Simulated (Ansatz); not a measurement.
## Al: equation of state with HSE06

Crystal: Al.

```
Al
1.0
    -1.59122    1.59122    1.59122
     1.59122   -1.59122    1.59122
     1.59122    1.59122   -1.59122
Al
1
Direct
  0.00000 0.00000 0.00000
```

This isn't the form of Al at room conditions, which is fcc.

```json
{
  "Program": "Ansatz 0.2.0",
  "Task": "equation of state",
  "Functional": "HSE06",
  "Potentials or basis": "Ansatz PAW",
  "Cutoff": "420 eV",
  "Density cutoff": "1680 eV",
  "k mesh": "8 × 8 × 8",
  "Occupations": "fermi-dirac, width 0.05 eV",
  "Spin": "no spin polarisation"
}
```

```
Equilibrium volume                      : 16.85 Å³/atom
Bulk modulus                            : 65 GPa
Pressure derivative of the bulk modulus : 3.1 (rough: it moves with the points fitted)
```

Energy against volume, from the lowest point:
| volume (Å³/atom) | energy (meV/atom) |
| --- | --- |
| 15.149 | 40.28 |
| 15.471 | 25.63 |
| 15.793 | 14.65 |
| 16.116 | 6.87 |
| 16.438 | 2.03 |
| 16.760 | 0.00 |
| 17.083 | 0.61 |

All runs of the series together: 87 s on 2 threads of AMD EPYC 7R13 Processor (Zen 3) (shared host).

Caveat: the PAW data sets were made with another functional, which shifts forces and pressure a little.
